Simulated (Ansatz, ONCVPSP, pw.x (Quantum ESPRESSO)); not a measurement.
## zirconium: does the ONCV potential hold in the solid?

```
Element                 : Zr
Generator               : ONCVPSP 4.0.1.1 (patched build)
Type                    : optimised norm-conserving Vanderbilt (ONCV)
Functional              : PBE
Relativity              : scalar-relativistic
Frozen core             : [Ar] 3d10
Valence charge          : 12
Reference configuration : 4s2 4p6 4d2.5 5s1.5
Partial waves           : 4s+5s: rc 1.85 bohr, ncon 3, nbas 7, qcut 6.6 1/bohr, 2 projectors; 4p: rc 2.20 bohr, ncon 4, nbas 9, qcut 6.5 1/bohr, 2 projectors, debl 3.3 Ha; 4d: rc 2.65 bohr, ncon 4, nbas 9, qcut 4.8 1/bohr, 2 projectors, debl 2.6 Ha
Local potential         : polynomial inside 1.75 bohr (lpopt 3, dvloc0 0 Ha)
Core correction         : Teter function, fcfact 4.75, rcfact 1.65
```

Atomic tests: cutoffs needed: 15 Ha and 17 Ha (the cutoffs (Ha) at which the residual kinetic energy of the hardest occupied pseudo-wave falls to 1 and 0.1 mHa per electron); ghost test: no bound ghost flagged; no localised positive-energy state flagged; configuration tests: 1 of 4 tests not solved or not reliable.

Crystal test: fcc Zr in pw.x 7.5, no spin, 13³ k-points, Fermi–Dirac smearing 0.01 Ry, cutoffs 50/200 Ry. The reference is all-electron LAPW (Ansatz 0.2.0) with the same functional, mesh and smearing; V0 and B0 come from Birch–Murnaghan fits to the pressures at five volumes. Errors are pseudo minus all-electron; Δ is the rms difference of the E(V) curves that follow from these fits, minima aligned, over ±6 % about the mean V0. Mesh and smearing are coarse, so the numbers serve the comparison and aren't converged zero-temperature values; the lattice is a test structure that the element need not adopt.

All-electron: a0 = 4.534 Å (V0 = 23.31 Å³/atom), B0 = 89.0 GPa.

How far does the potential miss the all-electron equation of state?

mean pressure error (GPa): +0.29; a0 (Å): 4.539; a0 error (%): +0.11; B0 error (%): -0.6; Δ (meV/atom): 1.5. Atomic configuration tests: 1 of 4 tests not solved or not reliable.

| V (Å³/atom) | P all-electron (GPa) | P pseudo (GPa) |
| --- | --- | --- |
| 22.068 | 5.32 | 5.62 |
| 22.648 | 2.68 | 2.98 |
| 23.229 | 0.31 | 0.60 |
| 23.810 | -1.83 | -1.55 |
| 24.390 | -3.75 | -3.48 |

At the middle volume, how do free energy and pressure move when the wave cutoff is lowered (ecutrho kept at four times it)?

```tsv
cutoff (Ry)	shift of F (meV/atom)	shift of P (GPa)
22	+646.1	-18.40
30	+55.1	-2.61
40	+0.8	-0.07
```

The run at the middle volume (84 k-points, 8 iterations) took about 17 s on one core of a shared host (AMD EPYC 7R43 64-Core Processor, 256 threads, 1004 GiB, load 92).
